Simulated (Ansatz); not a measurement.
FeO (Wuestite):

```
Fe O
1.0
     0.00000    2.15540    2.15540
     2.15540    0.00000    2.15540
     2.15540    2.15540    0.00000
Fe O
1 1
Cartesian
  0.0000 0.0000 0.0000
  2.1554 2.1554 2.1554
```

Base run:

```yaml
Program: Ansatz 0.2.0
Functional: PBEsol
Potentials_or_basis: Ansatz PAW
Cutoff: "420 eV (not typed: the program's choice for these potentials)"
k_mesh: 11 × 11 × 11
Occupations: fermi-dirac, width 0.05 eV
Spin: collinear spin, ferromagnetic start
Starting_moments: "[3.0, 0.0] μB"
```

Its results: band gap on the k mesh none (metal or under the smearing width); pressure -8.5 GPa; net moment 4.00 μB per cell; site moments Fe +3.44; O +0.33 μB.

Problem. The run is repeated on the same cell with these changes: functional from PBEsol to PBE; k mesh from 11 × 11 × 11 to 19 × 19 × 19. What comes out?

Solution. Band gap on the k mesh none (metal or under the smearing width); pressure -0.2 GPa; net moment 4.00 μB per cell; site moments Fe +3.45; O +0.32 μB.

Several settings changed at once, so the effect can't be laid on one alone.

Caveats: a cell with one magnetic atom can't hold antiferromagnetic order, which such compounds often take; semilocal functionals often make such compounds metallic where correlation or magnetic order opens a gap, which also shifts bond lengths; the PAW data sets come from PBE, with cores solved anew for the run's functional, which leaves a small shift of forces and pressure (some runs).
